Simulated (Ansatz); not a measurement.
TiO₂: Quadrupolar parameters

The cell is a structure deposited in the COD, atoms as given.

```cif
data_TiO2
_symmetry_space_group_name_H-M 'Pbcn'
_symmetry_Int_Tables_number 60
_cell_length_a 4.5150
_cell_length_b 5.4970
_cell_length_c 4.9390
_cell_angle_alpha 90.000
_cell_angle_beta 90.000
_cell_angle_gamma 90.000
loop_
_atom_site_label
_atom_site_type_symbol
_atom_site_symmetry_multiplicity
_atom_site_Wyckoff_symbol
_atom_site_fract_x
_atom_site_fract_y
_atom_site_fract_z
Ti Ti 4 c 0.0000 0.1710 0.2500
O O 8 d 0.2860 0.3760 0.4120
```

One atom of each set is listed.

Method: Kohn–Sham DFT in Ansatz, PBE, plane waves and PAW (field gradients read without the response of the frozen cores, which leaves them typically 4 to 6 % off), scalar-relativistic, 420 eV cutoff, Γ-centred 5×5×5 k-points, Fermi–Dirac smearing 0.02 eV.

Conventions: |V_zz| ≥ |V_yy| ≥ |V_xx|, η = (V_xx − V_yy)/V_zz, C_Q = eQV_zz/h.

49Ti: I = 7/2, Q = 247.0 mb; ¹⁷O: I = 5/2, Q = -25.58 mb. Q values from Pyykkö, Mol. Phys. 116, 1328 (2018).

(1) Which values are expected at the nuclei?

Answers

(1) 

```
site  atoms                               first shell  V_zz (10²¹ V/m²)     η  C_Q (MHz)
  Ti      4                        6 O at 1.89–2.05 Å              2.93  0.39       17.5
   O      8  3 Ti at 1.89–2.05 Å; also 1 Ti at 3.26 Å             -2.84  0.57       1.76
```

At O V_zz stands upright on the plane through its three neighbours (within 11°).

At this cell the PBE pressure is 7 GPa, so with PBE the cell would grow if it were relaxed. The largest force is 0.7 eV/Å, so the atoms aren't at the calculated equilibrium and relaxing them would move these values.
